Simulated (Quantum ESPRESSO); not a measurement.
# WC (Qusongite) (P-6m2) in Quantum ESPRESSO: a series of runs

The runs below take WC (Qusongite) through single point, with PBEsol, PBEsol+U.

All numbers are computed with Quantum ESPRESSO 7.5; they aren't measurements. Logs are shortened: lines on timing, memory, paths and dates and some standing lists are left out, and cuts for length are marked.

**1. Starting point**

It takes space group P-6m2 (No. 187, hexagonal). Conventional cell: a = 2.907 Å, b = 2.907 Å, c = 2.837 Å, α = 90.00°, β = 90.00°, γ = 120.00°. Around W (site symmetry -6m2) lie 6 C at 2.20 Å. Around C (site symmetry -6m2) lie 6 W at 2.20 Å.

**2. Single point, PBEsol**

The input, pw.in:

```
&CONTROL
  calculation = 'scf'
  prefix = 'pwscf'
  outdir = './tmp'
  pseudo_dir = './pseudo'
  tprnfor = .true.
  tstress = .true.
  disk_io = 'nowf'
/
&SYSTEM
  ibrav = 0
  nat = 2
  ntyp = 2
  ecutwfc = 56
  ecutrho = 448
  nbnd = 15
  occupations = 'smearing'
  smearing = 'fd'
  degauss = 0.00367493
/
&ELECTRONS
  conv_thr = 4d-10
  electron_maxstep = 120
  mixing_beta = 0.5
/
ATOMIC_SPECIES
W    183.8400 w_pbesol_v1.2.uspp.F.UPF
C     12.0110 c_pbesol_v1.2.uspp.F.UPF
CELL_PARAMETERS angstrom
   2.9065000000    0.0000000000    0.0000000000
  -1.4532500000    2.5171028361    0.0000000000
   0.0000000000    0.0000000000    2.8366000000
ATOMIC_POSITIONS angstrom
W      0.0000000000    0.0000000000    0.0000000000
C      1.4532500001    0.8390342786    1.4183000000
K_POINTS automatic
10 10 9 0 0 0
```

Potentials or basis: GBRV 1.5 PBEsol.

Launch:

```
> OMP_NUM_THREADS=1 mpirun -n 2 pw.x -nk 2 -in pw.in > pw.out
```

pw.out:

```text
This program is part of the open-source Quantum ESPRESSO suite
     for quantum simulation of materials; please cite
         "P. Giannozzi et al., J. Phys.:Condens. Matter 21 395502 (2009);
         "P. Giannozzi et al., J. Phys.:Condens. Matter 29 465901 (2017);
         "P. Giannozzi et al., J. Chem. Phys. 152 154105 (2020);
     in publications or presentations arising from this work. More details at

     Message from routine setup:
     using ibrav=0 with symmetry is DISCOURAGED, use correct ibrav instead

     K-points division:     npool     =       2
     Subspace diagonalization in iterative solution of the eigenvalue problem:
     a serial algorithm will be used

     G-vector sticks info
     --------------------
     sticks:   dense  smooth     PW     G-vecs:    dense   smooth      PW
     Sum         931     463    151                22399     7915    1377

     Using Slab Decomposition

     bravais-lattice index     =            0
     lattice parameter (alat)  =       5.4925  a.u.
     unit-cell volume          =     140.0445 (a.u.)^3
     number of atoms/cell      =            2
     number of atomic types    =            2
     number of electrons       =        18.00
     number of Kohn-Sham states=           15
     kinetic-energy cutoff     =      56.0000  Ry
     charge density cutoff     =     448.0000  Ry
     scf convergence threshold =      4.0E-10
     mixing beta               =       0.5000
     number of iterations used =            8  plain     mixing
     Exchange-correlation= SLA  PW   PSX  PSC
                           (   1   4  10   8   0   0   0)

     celldm(1)=   5.492489  celldm(2)=   0.000000  celldm(3)=   0.000000
     celldm(4)=   0.000000  celldm(5)=   0.000000  celldm(6)=   0.000000

     crystal axes: (cart. coord. in units of alat)
               a(1) = (   1.000000   0.000000   0.000000 )
               a(2) = (  -0.500000   0.866025   0.000000 )
               a(3) = (   0.000000   0.000000   0.975950 )

     reciprocal axes: (cart. coord. in units 2 pi/alat)
               b(1) = (  1.000000  0.577350 -0.000000 )
               b(2) = (  0.000000  1.154701  0.000000 )
               b(3) = (  0.000000 -0.000000  1.024642 )

     PseudoPot. # 1 for W  read from file:
     w_pbesol_v1.2.uspp.F.UPF
     Pseudo is Ultrasoft + core correction, Zval = 14.0
     Generated by new atomic code, or converted to UPF format
     Using radial grid of  923 points,  8 beta functions with:
                l(1) =   0
                l(2) =   0
                l(3) =   0
                l(4) =   1
                l(5) =   1
                l(6) =   2
                l(7) =   2
                l(8) =   3
     Q(r) pseudized with  6 coefficients,  rinner =    1.350   1.350   1.350
                                                       1.350   1.350   1.350
                                                       1.350

     PseudoPot. # 2 for C  read from file:
     c_pbesol_v1.2.uspp.F.UPF
     Pseudo is Ultrasoft + core correction, Zval =  4.0
     Generated by new atomic code, or converted to UPF format
     Using radial grid of  721 points,  4 beta functions with:
                l(1) =   0
                l(2) =   0
                l(3) =   1
                l(4) =   1
     Q(r) pseudized with  8 coefficients,  rinner =    1.100   1.100   1.100

     atomic species   valence    mass     pseudopotential
     W                14.00   183.84000     W ( 1.00)
     C                 4.00    12.01100     C ( 1.00)

     12 Sym. Ops. (no inversion) found

   Cartesian axes

     site n.     atom                  positions (alat units)
         1        W      tau(   1) = (   0.0000000   0.0000000   0.0000000  )
         2        C      tau(   2) = (   0.5000000   0.2886751   0.4879752  )

     number of k points=    70  Fermi-Dirac smearing, width (Ry)=  0.0037
                       cart. coord. in units 2pi/alat
        k(    1) = (   0.0000000   0.0000000   0.0000000), wk =   0.0022222
        k(    2) = (   0.0000000   0.0000000   0.1138491), wk =   0.0044444
        k(    3) = (   0.0000000   0.0000000   0.2276983), wk =   0.0044444
        k(    4) = (   0.0000000   0.0000000   0.3415474), wk =   0.0044444
        k(    5) = (   0.0000000   0.0000000   0.4553965), wk =   0.0044444
        k(    6) = (   0.0000000   0.1154701   0.0000000), wk =   0.0133333
[... 62 lines left out ...]
        k(   69) = (   0.3000000   0.5196152   0.3415474), wk =   0.0266667
        k(   70) = (   0.3000000   0.5196152   0.4553965), wk =   0.0266667

     Dense  grid:    22399 G-vectors     FFT dimensions: (  40,  40,  40)

     Smooth grid:     7915 G-vectors     FFT dimensions: (  27,  27,  25)

     Initial potential from superposition of free atoms

     starting charge      17.8996, renormalised to      18.0000

     negative rho (up, down):  6.106E-02 0.000E+00
     Starting wfcs are   17 randomized atomic wfcs

     Self-consistent Calculation

     iteration #  1     ecut=    56.00 Ry     beta= 0.50
     Davidson diagonalization with overlap
     ethr =  1.00E-02,  avg # of iterations =  3.1

     negative rho (up, down):  6.244E-02 0.000E+00
[... 67 lines left out ...]
     iteration #  9     ecut=    56.00 Ry     beta= 0.50
     Davidson diagonalization with overlap
     ethr =  3.04E-12,  avg # of iterations =  3.6

     negative rho (up, down):  6.593E-02 0.000E+00

     End of self-consistent calculation

          k = 0.0000 0.0000 0.0000 (  1021 PWs)   bands (ev):

   -53.4480 -17.4401 -17.3311 -17.3311   6.0608  16.1651  17.1601  17.1601
    20.6028  23.7198  23.7198  26.1359  26.1359  26.9042  34.7560
[... 118 lines left out ...]
   -53.3564 -18.0116 -17.9677 -17.4284   9.3402  13.9600  16.3961  16.5360
    19.9636  24.1456  25.3885  27.0219  29.1779  31.4470  33.8535

          k = 0.0000-0.5774 0.0000 (   990 PWs)   bands (ev):

   -53.3895 -18.1491 -17.5228 -17.3281   9.4400  13.4482  16.8723  16.9076
    20.0528  22.8253  25.0345  25.3926  27.3609  30.1530  33.2513

          k = 0.0000-0.5774 0.1138 (   992 PWs)   bands (ev):

   -53.3849 -18.1359 -17.5135 -17.4120   9.5213  13.3624  16.2546  18.0324
    19.1658  23.6342  25.0648  25.3491  27.1004  30.7864  33.3111

          k = 0.0000-0.5774 0.2277 (   982 PWs)   bands (ev):

   -53.3731 -18.1023 -17.6199 -17.4899   9.5978  13.2486  16.3394  17.8272
    19.2618  24.3637  24.4119  26.5773  27.0390  31.4565  33.8036

          k = 0.0000-0.5774 0.3415 (   984 PWs)   bands (ev):

   -53.3597 -18.0638 -17.8491 -17.4630   9.4610  13.4905  16.5302  16.7901
    20.2611  24.3696  24.7527  27.2025  28.2334  31.2089  34.4896

          k = 0.0000-0.5774 0.4554 (   982 PWs)   bands (ev):

   -53.3509 -18.0384 -17.9948 -17.4453   9.2769  13.9375  16.2389  16.3676
    20.7340  24.9181  25.4825  27.2194  29.4980  30.6986  33.2861

          k = 0.1000 0.1732 0.0000 (   983 PWs)   bands (ev):
[... 196 lines left out ...]
   -53.3448 -17.9765 -17.8757 -17.7206   9.5953  13.4603  15.0563  18.6051
    19.7543  24.9528  26.8379  27.6129  29.9006  30.0578  32.3860

     the Fermi energy is    20.4895 ev

!    total energy              =    -170.55536819 Ry
     estimated scf accuracy    <          1.2E-11 Ry
     smearing contrib. (-TS)   =      -0.00013067 Ry
     internal energy E=F+TS    =    -170.55523752 Ry

     The total energy is F=E-TS. E is the sum of the following terms:
     one-electron contribution =     -10.93963437 Ry
     hartree contribution      =      17.09401405 Ry
     xc contribution           =     -44.68696854 Ry
     ewald contribution        =    -132.02264865 Ry

     convergence has been achieved in   9 iterations

     negative rho (up, down):  6.593E-02 0.000E+00

     Forces acting on atoms (cartesian axes, Ry/au):

     atom    1 type  1   force =    -0.00000000   -0.00000000    0.00000000
     atom    2 type  2   force =     0.00000000    0.00000000    0.00000000

     Total force =     0.000000     Total SCF correction =     0.000000

     Computing stress (Cartesian axis) and pressure

     negative rho (up, down):  6.593E-02 0.000E+00
          total   stress  (Ry/bohr**3)                   (kbar)     P=      -25.96
  -0.00015036  -0.00000000   0.00000000          -22.12       -0.00        0.00
   0.00000000  -0.00015036   0.00000000            0.00      -22.12        0.00
   0.00000000   0.00000000  -0.00022874            0.00        0.00      -33.65

=------------------------------------------------------------------------------=
   JOB DONE.
=------------------------------------------------------------------------------=
```

It took 28 s on 2 MPI ranks of Intel Xeon at 2.50GHz (Skylake/Cascade Lake), shared host; peak memory 0.28 GiB.

What came out:

```yaml
Free_energy: -2320.5240 eV
Pressure: -2.6 GPa
Band_gap_on_the_k_mesh: none (metal or under the smearing width)
```

Stress tensor (GPa, compression positive):
```
-2.21  0.00  0.00
 0.00 -2.21  0.00
 0.00  0.00 -3.36
```

Levels at points of the mesh, in eV from the Fermi level:
| k point | band 7 | band 8 | band 9 | band 10 | band 11 | band 12 |
| --- | --- | --- | --- | --- | --- | --- |
| (0.00, 0.00, 0.00) | -3.33 | -3.33 | 0.11 | 3.23 | 3.23 | 5.65 |
| (0.00, -0.50, 0.00) | -3.62 | -3.58 | -0.44 | 2.34 | 4.55 | 4.90 |

**3. Single point, PBEsol+U**

Edit pw.in of step 2 so:

```diff
@@ -15,3 +15,3 @@
   ecutrho = 448
-  nbnd = 15
+  nbnd = 18
   occupations = 'smearing'
@@ -23,3 +23,3 @@
   electron_maxstep = 120
-  mixing_beta = 0.5
+  mixing_beta = 0.3
 /
@@ -37 +37,3 @@
 10 10 9 0 0 0
+HUBBARD {ortho-atomic}
+U W-5d 1.0
```

Potentials or basis: GBRV 1.5 PBEsol.

Launch:

```
> OMP_NUM_THREADS=1 mpirun -n 2 pw.x -nk 2 -in pw.in > pw.out
```

It took 34 s on 2 MPI ranks of Intel Xeon at 2.50GHz (Skylake/Cascade Lake), shared host; peak memory 0.3 GiB.

It converged, with:

| Property | Result |
| --- | --- |
| Free energy | -2319.2881 eV |
| Pressure | -2.4 GPa |
| Band gap on the k mesh | none (metal or under the smearing width) |

Stress tensor (GPa, compression positive):
```
-1.97  0.00  0.00
 0.00 -1.97  0.00
 0.00  0.00 -3.27
```

Levels at points of the mesh, in eV from the Fermi level:
```
            k point  band 6  band 7  band 8  band 9  band 10  band 11  band 12  band 13
 (0.00, 0.00, 0.00)   -4.36   -3.34   -3.34    0.10     3.27     3.27     5.64     5.64
(0.00, -0.50, 0.00)   -7.06   -3.60   -3.60   -0.45     2.37     4.53     4.88     6.88
```

Eigenvalues of the final occupation matrices:
```csv
site,spin,trace,eigenvalues
W 1 5d,each,2.28,0.42 0.42 0.47 0.47 0.50
```

Caveat: U without spin polarisation on a metal has little footing; the U is typed as a test and isn't derived for this compound. Spin-orbit coupling is left out, which matters for the levels of W.

**4. Single point, PBEsol+U**

The input, pw.in:

```
&CONTROL
  calculation = 'scf'
  prefix = 'pwscf'
  outdir = './tmp'
  pseudo_dir = './pseudo'
  tprnfor = .true.
  tstress = .true.
  disk_io = 'low'
/
&SYSTEM
  ibrav = 0
  celldm(1) = 8
  nat = 2
  ntyp = 2
  ecutwfc = 56
  ecutrho = 448
  nbnd = 18
  occupations = 'smearing'
  smearing = 'fd'
  degauss = 0.00367493
/
&ELECTRONS
  conv_thr = 4d-10
  electron_maxstep = 120
  mixing_beta = 0.3
/
ATOMIC_SPECIES
W    183.8400 w_pbesol_v1.2.uspp.F.UPF
C     12.0110 c_pbesol_v1.2.uspp.F.UPF
CELL_PARAMETERS alat
  0.6865611226531   0.0000000000000   0.0000000000000
 -0.3432805613266   0.5945793734685   0.0000000000000
  0.0000000000000   0.0000000000000   0.6700496406392
ATOMIC_POSITIONS crystal
W      0.0000000000    0.0000000000    0.0000000000
C      0.6666666667    0.3333333333    0.5000000000
K_POINTS automatic
10 10 9 0 0 0
HUBBARD {ortho-atomic}
U W-5d 2.0
```

The input, pp_density.in:

```
&INPUTPP
  prefix = 'pwscf'
  outdir = './tmp'
  filplot = 'density.dat'
  plot_num = 0
/
&PLOT
  nfile = 1
  filepp(1) = 'density.dat'
  iflag = 3
  output_format = 6
  fileout = 'density.cube'
/
```

The input, pp_potential.in:

```
&INPUTPP
  prefix = 'pwscf'
  outdir = './tmp'
  filplot = 'potential.dat'
  plot_num = 11
/
&PLOT
  nfile = 1
  filepp(1) = 'potential.dat'
  iflag = 3
  output_format = 6
  fileout = 'potential.cube'
/
```

Launch:

```
> OMP_NUM_THREADS=1 mpirun -n 2 pw.x -nk 2 -in pw.in > pw.out
> OMP_NUM_THREADS=1 mpirun -n 1 pp.x -in pp_density.in > pp_density.out
> OMP_NUM_THREADS=1 mpirun -n 1 pp.x -in pp_potential.in > pp_potential.out
```

Run time: 43 s. Hardware: 2 MPI ranks of Intel Xeon at 2.50GHz (Skylake/Cascade Lake), shared host; peak memory 0.3 GiB.

The run converged. Its results:

```
Free energy            : -2318.0529 eV
Pressure               : -2.2 GPa
Band gap on the k mesh : none (metal or under the smearing width)
```

Stress tensor (GPa, compression positive):
```
-1.71  0.00  0.00
 0.00 -1.71  0.00
 0.00  0.00 -3.19
```

Levels at points of the mesh, in eV from the Fermi level:
| k point | band 6 | band 7 | band 8 | band 9 | band 10 | band 11 | band 12 | band 13 |
| --- | --- | --- | --- | --- | --- | --- | --- | --- |
| (0.00, 0.00, 0.00) | -4.40 | -3.35 | -3.35 | 0.09 | 3.31 | 3.31 | 5.62 | 5.62 |
| (0.00, -0.50, 0.00) | -7.08 | -3.63 | -3.58 | -0.46 | 2.41 | 4.52 | 4.85 | 6.89 |

Eigenvalues of the final occupation matrices:
```csv
site,spin,trace,eigenvalues
W 1 5d,each,2.27,0.42 0.42 0.47 0.47 0.50
```

Caveat: U without spin polarisation on a metal has little footing; the U is typed as a test and isn't derived for this compound.

**5. Summary**

| level | U | mixing beta | gap on the mesh (eV) | pressure (GPa) |
| --- | --- | --- | --- | --- |
| PBEsol | - | 0.5 | none | -2.6 |
| PBEsol+U | W d U = 1 eV | 0.3 | none | -2.4 |
| PBEsol+U | W d U = 2 eV | 0.3 | none | -2.2 |

Alike in all rows: task single point; potentials or basis GBRV 1.5 PBEsol; no spin polarisation; cell as given; k mesh 10 × 10 × 9; cutoff (eV) 762; smearing fermi-dirac 0.05 eV.

Every run on the cell as given and a fine mesh finds a metal. The pressure there spans -2.6 GPa (PBEsol) to -2.2 GPa (PBEsol+U); a positive pressure means that this level wants a larger cell, a negative one a smaller.

Caveats: U without spin polarisation on a metal has little footing (some runs); the U is typed as a test and isn't derived for this compound (some runs).

Absolute energies hang on the potentials; compare differences alone.
